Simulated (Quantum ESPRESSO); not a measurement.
# InP (F-43m) in Quantum ESPRESSO: notebook, part 2 of 3

Quantum ESPRESSO 7.5. Earlier steps stand in the parts before.

**3. Phonons, LDA**

File pw.in:

```
&CONTROL
  calculation = 'scf'
  prefix = 'pwscf'
  outdir = './tmp'
  pseudo_dir = './pseudo'
  tprnfor = .true.
  tstress = .true.
  disk_io = 'low'
/
&SYSTEM
  ibrav = 0
  nat = 2
  ntyp = 2
  ecutwfc = 45
  ecutrho = 360
  nbnd = 15
  occupations = 'smearing'
  smearing = 'fd'
  degauss = 0.00367493
/
&ELECTRONS
  conv_thr = 4d-10
  electron_maxstep = 120
  mixing_beta = 0.5
/
ATOMIC_SPECIES
In   114.8180 in_lda_v1.4.uspp.F.UPF
P     30.9738 p_lda_v1.5.uspp.F.UPF
CELL_PARAMETERS angstrom
   0.0000000000    2.9305000000    2.9305000000
   2.9305000000    0.0000000000    2.9305000000
   2.9305000000    2.9305000000    0.0000000000
ATOMIC_POSITIONS crystal
In     0.0000000000    0.0000000000    0.0000000000
P      0.7500000000    0.7500000000    0.7500000000
K_POINTS automatic
8 8 8 1 1 1
```

File relax.in:

```
&CONTROL
  calculation = 'vc-relax'
  prefix = 'pwscf'
  outdir = './tmp'
  pseudo_dir = './pseudo'
  tprnfor = .true.
  tstress = .true.
  disk_io = 'low'
  nstep = 40
  forc_conv_thr = 0.0001
  etot_conv_thr = 1d-06
/
&SYSTEM
  ibrav = 0
  nat = 2
  ntyp = 2
  ecutwfc = 45
  ecutrho = 360
  nbnd = 15
  occupations = 'smearing'
  smearing = 'fd'
  degauss = 0.00367493
/
&ELECTRONS
  conv_thr = 4d-10
  electron_maxstep = 120
  mixing_beta = 0.5
/
&IONS
  ion_dynamics = 'bfgs'
/
&CELL
  cell_dynamics = 'bfgs'
  press = 0
  press_conv_thr = 0.2
/
ATOMIC_SPECIES
In   114.8180 in_lda_v1.4.uspp.F.UPF
P     30.9738 p_lda_v1.5.uspp.F.UPF
CELL_PARAMETERS angstrom
   0.0000000000    2.9305000000    2.9305000000
   2.9305000000    0.0000000000    2.9305000000
   2.9305000000    2.9305000000    0.0000000000
ATOMIC_POSITIONS crystal
In     0.0000000000    0.0000000000    0.0000000000
P      0.7500000000    0.7500000000    0.7500000000
K_POINTS automatic
8 8 8 1 1 1
```

File scf2.in:

```
&CONTROL
  calculation = 'scf'
  prefix = 'pwscf'
  outdir = './tmp'
  pseudo_dir = './pseudo'
  tprnfor = .true.
  tstress = .true.
  disk_io = 'low'
/
&SYSTEM
  ibrav = 0
  nat = 2
  ntyp = 2
  ecutwfc = 45
  ecutrho = 360
  nbnd = 15
  occupations = 'fixed'
/
&ELECTRONS
  conv_thr = 1d-13
  electron_maxstep = 120
  mixing_beta = 0.5
  startingpot = 'file'
  startingwfc = 'file'
/
ATOMIC_SPECIES
In   114.8180 in_lda_v1.4.uspp.F.UPF
P     30.9738 p_lda_v1.5.uspp.F.UPF
CELL_PARAMETERS angstrom
   0.0000000000    2.9062295140    2.9062295140
   2.9062295140    0.0000000000    2.9062295140
   2.9062295140    2.9062295140    0.0000000000
ATOMIC_POSITIONS crystal
In     0.0000000000    0.0000000000    0.0000000000
P      0.7500000000    0.7500000000    0.7500000000
K_POINTS automatic
8 8 8 1 1 1
```

File ph.in:

```
phonons of InP
&INPUTPH
  prefix = 'pwscf'
  outdir = './tmp'
  tr2_ph = 1d-16
  fildyn = 'dyn'
  niter_ph = 60
  alpha_mix(1) = 0.7
  epsil = .true.
/
0.0000000000 0.0000000000 0.0000000000
```

File dynmat.in:

```
&INPUT
  fildyn = 'dyn'
  asr = 'crystal'
  lperm = .true.
  filout = 'dynmat.disp'
  fileig = 'dynmat.eig'
/
```

File dynmat_lo.in:

```
&INPUT
  fildyn = 'dyn'
  asr = 'crystal'
  filout = 'dynmat_lo.disp'
  fileig = 'dynmat_lo.eig'
  q(1) = 0
  q(2) = 0
  q(3) = 1
/
```

Potentials or basis: GBRV 1.5 LDA.

Command:

```console
OMP_NUM_THREADS=1 pw.x -in pw.in > pw.out
OMP_NUM_THREADS=1 pw.x -in relax.in > relax.out
OMP_NUM_THREADS=1 pw.x -in scf2.in > scf2.out
OMP_NUM_THREADS=1 ph.x -in ph.in > ph.out
OMP_NUM_THREADS=1 dynmat.x -in dynmat.in > dynmat.out
OMP_NUM_THREADS=1 dynmat.x -in dynmat_lo.in > dynmat_lo.out
```

pw.out:

```text
This program is part of the open-source Quantum ESPRESSO suite
     for quantum simulation of materials; please cite
[... 9 lines left out ...]
     --------------------
     sticks:   dense  smooth     PW     G-vecs:    dense   smooth      PW
     Sum        1519     757    241                39189    13803    2445

     Using Slab Decomposition

     bravais-lattice index     =            0
     lattice parameter (alat)  =       7.8317  a.u.
     unit-cell volume          =     339.6658 (a.u.)^3
     number of atoms/cell      =            2
     number of atomic types    =            2
     number of electrons       =        18.00
     number of Kohn-Sham states=           15
     kinetic-energy cutoff     =      45.0000  Ry
     charge density cutoff     =     360.0000  Ry
     scf convergence threshold =      4.0E-10
     mixing beta               =       0.5000
     number of iterations used =            8  plain     mixing
     Exchange-correlation=  SLA  PZ   NOGX NOGC
                           (   1   1   0   0   0   0   0)

     celldm(1)=   7.831692  celldm(2)=   0.000000  celldm(3)=   0.000000
     celldm(4)=   0.000000  celldm(5)=   0.000000  celldm(6)=   0.000000

     crystal axes: (cart. coord. in units of alat)
               a(1) = (   0.000000   0.707107   0.707107 )
               a(2) = (   0.707107   0.000000   0.707107 )
               a(3) = (   0.707107   0.707107   0.000000 )

     reciprocal axes: (cart. coord. in units 2 pi/alat)
               b(1) = ( -0.707107  0.707107  0.707107 )
               b(2) = (  0.707107 -0.707107  0.707107 )
[... 49 lines left out ...]
        k(    6) = (  -0.2209709  -0.2209709   0.3093592), wk =   0.0234375
[... 52 lines left out ...]
        k(   59) = (   0.3093592   0.3093592   0.3093592), wk =   0.0078125
        k(   60) = (  -0.3093592  -0.3093592   0.9280777), wk =   0.0234375

     Dense  grid:    39189 G-vectors     FFT dimensions: (  48,  48,  48)

     Smooth grid:    13803 G-vectors     FFT dimensions: (  36,  36,  36)

     Initial potential from superposition of free atoms

     starting charge      16.4999, renormalised to      18.0000
     Starting wfcs are   13 randomized atomic wfcs +    2 random wfcs

     Self-consistent Calculation

     iteration #  1     ecut=    45.00 Ry     beta= 0.50
     Davidson diagonalization with overlap
     ethr =  1.00E-02,  avg # of iterations =  7.5

     total energy              =    -147.72127612 Ry
     estimated scf accuracy    <       2.66821635 Ry
[... 50 lines left out ...]
     iteration #  9     ecut=    45.00 Ry     beta= 0.50
     Davidson diagonalization with overlap
     ethr =  1.52E-10,  avg # of iterations =  3.9

     End of self-consistent calculation

          k = 0.0442 0.0442 0.0442 (  1762 PWs)   bands (ev):

    -7.4297  -7.4226  -7.4226  -7.2695  -7.2695  -4.7945   6.0509   6.6802
     6.6802   7.7278  10.6827  10.7544  10.7544  15.2191  15.8972
[... 293 lines left out ...]
    -7.5496  -7.3808  -7.3749  -7.2623  -7.2574  -2.9766   0.9838   4.7863
     5.5618   8.8869  11.0812  11.8557  13.7535  16.0047  16.6203

     the Fermi energy is     7.2258 ev

!    total energy              =    -148.70612016 Ry
     estimated scf accuracy    <          1.6E-10 Ry
     smearing contrib. (-TS)   =      -0.00000003 Ry
     internal energy E=F+TS    =    -148.70612013 Ry

     The total energy is F=E-TS. E is the sum of the following terms:
     one-electron contribution =     -55.84736167 Ry
     hartree contribution      =      40.00063045 Ry
     xc contribution           =     -43.13898472 Ry
     ewald contribution        =     -89.72040420 Ry

     convergence has been achieved in   9 iterations

     Forces acting on atoms (cartesian axes, Ry/au):

     atom    1 type  1   force =    -0.00000000    0.00000000   -0.00000000
     atom    2 type  2   force =     0.00000000   -0.00000000   -0.00000000

     Total force =     0.000000     Total SCF correction =     0.000000

     Computing stress (Cartesian axis) and pressure

          total   stress  (Ry/bohr**3)                   (kbar)     P=      -17.82
  -0.00012112   0.00000000   0.00000000          -17.82        0.00        0.00
   0.00000000  -0.00012112  -0.00000000            0.00      -17.82       -0.00
   0.00000000  -0.00000000  -0.00012112            0.00       -0.00      -17.82

=------------------------------------------------------------------------------=
   JOB DONE.
=------------------------------------------------------------------------------=
```

relax.out:

```text
This program is part of the open-source Quantum ESPRESSO suite
     for quantum simulation of materials; please cite
[... 9 lines left out ...]
     --------------------
     sticks:   dense  smooth     PW     G-vecs:    dense   smooth      PW
     Sum        1519     757    241                39189    13803    2445
[... 2776 lines left out ...]
  -0.00000480   0.00000000  -0.00000000           -0.71        0.00       -0.00
   0.00000000  -0.00000480  -0.00000000            0.00       -0.71       -0.00
  -0.00000000   0.00000000  -0.00000480           -0.00        0.00       -0.71

=------------------------------------------------------------------------------=
   JOB DONE.
=------------------------------------------------------------------------------=
```

scf2.out:

```text
This program is part of the open-source Quantum ESPRESSO suite
     for quantum simulation of materials; please cite
[... 9 lines left out ...]
     --------------------
     sticks:   dense  smooth     PW     G-vecs:    dense   smooth      PW
     Sum        1507     745    241                38421    13539    2421
[... 479 lines left out ...]
  -0.00000479  -0.00000000  -0.00000000           -0.70       -0.00       -0.00
   0.00000000  -0.00000479  -0.00000000            0.00       -0.70       -0.00
  -0.00000000   0.00000000  -0.00000479           -0.00        0.00       -0.70

=------------------------------------------------------------------------------=
   JOB DONE.
=------------------------------------------------------------------------------=
```

Wall time 10 min (1 thread of Arm Neoverse V2, shared host); peak memory 0.19 GiB.

Results:

| Quantity | Value |
| --- | --- |
| Free energy | -2023.2529 eV |
| Relaxed volume | 24.55 Å³/atom |
| Relaxed cell | a = 4.110 Å, b = 4.110 Å, c = 4.110 Å, α = 60.00°, β = 60.00°, γ = 60.00° |
| Space group after relaxing (to 0.05 Å) | F-43m (No. 216) |
| Pressure after relaxing | -0.1 GPa |
| Electronic dielectric tensor (diagonal) | 11.51 |
| Born charges (mean of the diagonal) | In +2.46; P -2.46 e |
| Highest phonon frequency at Γ, LO-TO splitting left out | 306 cm⁻¹ |
| Static dielectric tensor (diagonal) | 14.18 |

The path:
| step | energy change (eV) | largest force (eV/Å) | pressure (GPa) | volume (Å³) |
| --- | --- | --- | --- | --- |
| 1 | 0.0000 | 0.0000 | -1.78 | 50.33 |
| 2 | -0.0042 | 0.0000 | -1.16 | 49.88 |
| 3 | -0.0069 | 0.0000 | -0.16 | 49.20 |
| 4 | -0.0070 | 0.0000 | 0.00 | 49.09 |
| 5 | -0.0070 | 0.0000 | 0.00 | 49.09 |

Final structure:
```cif
data_structure
_symmetry_space_group_name_H-M 'P 1'
_symmetry_Int_Tables_number 1
_cell_length_a 4.1100
_cell_length_b 4.1100
_cell_length_c 4.1100
_cell_angle_alpha 60.000
_cell_angle_beta 60.000
_cell_angle_gamma 60.000
_cell_volume 49.09
loop_
_atom_site_label
_atom_site_type_symbol
_atom_site_fract_x
_atom_site_fract_y
_atom_site_fract_z
_atom_site_occupancy
In1 In 0.00000 0.00000 0.00000 1
P1 P 0.75000 0.75000 0.75000 1
```

Phonon frequencies in cm⁻¹ (negative: imaginary):
```csv
q point,frequencies
"(0.000, 0.000, 0.000)",-6 -6 -6 306 306 306
```

Electronic dielectric tensor:
```
11.51  0.00  0.00
 0.00 11.51  0.00
 0.00  0.00 11.51
```

Born effective charge tensors (e):
atom 1, In
```
2.46 0.00 0.00
0.00 2.46 0.00
0.00 0.00 2.46
```
atom 2, P
```
-2.46  0.00  0.00
 0.00 -2.46  0.00
 0.00  0.00 -2.46
```

Optical modes at Γ, degenerate ones joined, polar ones without the macroscopic field:
| cm⁻¹ | components | symmetry | active in | IR intensity, summed ((D/Å)²/amu) |
| --- | --- | --- | --- | --- |
| 305 | 3 | T2 | IR and Raman | 17.18 |

Zone-centre frequencies without and with the macroscopic field along z (cm⁻¹):
|  | optical modes in rising order |
| --- | --- |
| without | 305 305 305 |
| with the field | 305 305 339 |

Static dielectric tensor, electrons and zone-centre modes:
```
14.18  0.00  0.00
 0.00 14.18  0.00
 0.00  0.00 14.18
```

(Part 2 of 3 ends here.)
